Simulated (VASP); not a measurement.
Here is the system:

```xyz
5
Lattice="6.3045 0.0000 0.0000 0.0000 6.3045 0.0000 0.0000 0.0000 6.3045" Properties=species:S:1:pos:R:3 pbc="T T T"
Cs     0.0000     0.0000     0.0000
Pb     3.1522     3.1522     3.1522
I      3.1522     0.0000     3.1522
I      0.0000     3.1522     3.1522
I      3.1522     3.1522     0.0000
```

Method: r2SCAN meta-GGA, VASP's PBE PAW potentials (set 64) (plane waves; VASP). Numerical set-up: 520 eV cut-off, 3×3×3 Γ-centred mesh, Gaussian smearing of 0.050 eV, potentials Cs_sv Pb_d I.

Question: Predict the energy per atom (σ→0).

Answer: 
```yaml
energy per atom (σ→0): -32.186 eV/atom
```

The compound is CsPbI3 in the cubic perovskite structure, the ideal cubic form; the compound distorts at low or room temperature. It was relaxed first. The start is the result of an earlier pass.
